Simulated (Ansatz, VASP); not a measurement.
Ru in VASP and in Ansatz

```
Ru
1.0
     0.00000    1.97952    1.97952
     1.97952    0.00000    1.97952
     1.97952    1.97952    0.00000
Ru
1
Cartesian
  0.0000 0.0000 0.0000
```

Alike in both runs: task single point; functional PBE; k mesh 23 × 23 × 23; occupations fermi-dirac, width 0.1 eV; no spin polarisation.

```csv
,VASP,Ansatz
version,VASP 6.6.1,Ansatz 0.2.0
potentials or method,"VASP PAW PBE potentials, release 64 (Ru_pv)","plane waves (420 eV) with PAW, scalar-relativistic"
plane-wave cutoff (eV),520,420
valence electrons in the cell,14,16
```

|  | VASP | Ansatz | Ansatz less VASP |
| --- | --- | --- | --- |
| pressure (GPa) | -26.3 | -26.2 | +0.09 |

With one functional, cell and mesh, what is left measures potentials, basis and numerics. The two sets of potentials don't hold the same shells in valence.

Caveats: so large a pressure means that the cell lies far from this level's equilibrium, or that cutoff or potentials fall short (VASP).
